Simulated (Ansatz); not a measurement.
Relaxed bulk GePt:

Space group Pnma (No. 62). a = 5.741 Å, b = 3.700 Å, c = 6.092 Å, α = 90.00°, β = 90.00°, γ = 90.00°
| atom | site | symmetry | x | y | z |
| --- | --- | --- | --- | --- | --- |
| Ge | 4c | .m. | 0.8152 | 0.7500 | 0.5880 |
| Pt | 4c | .m. | 0.9992 | 0.7500 | 0.1912 |

Miller indices refer to the conventional cell of Pnma (No. 62), a = 5.741 Å, b = 3.700 Å, c = 6.092 Å, α = 90.00°, β = 90.00°, γ = 90.00°.

The (100) slab of 12 planes, 10.4 Å thick with 15 Å of vacuum as cut; outer planes Pt (top) and Ge (bottom).

Method: DFT PBEsol, scalar-relativistic, plane waves, PAW (Ansatz). Plane waves to 420 eV, a k mesh through Γ of 9×6×1 on the computed 16-atom cell and Gaussian smearing (0.10 eV); no spin polarisation. The cell repeats along c with a dipole correction in the vacuum.

Results for the relaxed slab:

| Quantity | Value |
| --- | --- |
| Surface energy (mean of both faces) | 1.53 J/m² |
| Work function | 5.29 eV (top), 4.79 eV (bottom) |
| Dipole of the slab along +c, per cell | -0.06 e·Å |

Relaxation lowers the energy by 0.291 J/m² a face; the largest move is 0.569 Å.

```csv
plane (bottom to top),atoms,"spacing to next, bulk (Å)",relaxed (Å),change (%),rumpling (Å)
1,Ge,0.748,0.584,-22.0,0.000
2,Ge,1.061,1.151,+8.4,0.000
3,Pt2,1.061,1.006,-5.2,0.001
4,Ge,0.748,0.801,+7.1,0.000
5,Ge,1.061,1.099,+3.5,0.000
6,Pt2,1.061,1.015,-4.3,0.024
7,Ge,0.748,0.801,+7.1,0.000
8,Ge,1.061,0.970,-8.6,0.000
9,Pt2,1.061,1.118,+5.4,0.006
10,Ge,0.748,1.170,+56.4,0.000
11,Ge,1.061,0.404,-62.0,0.000
12,Pt2,,,,0.041
```

Spin-orbit coupling is left out, which matters for the bands of heavy elements.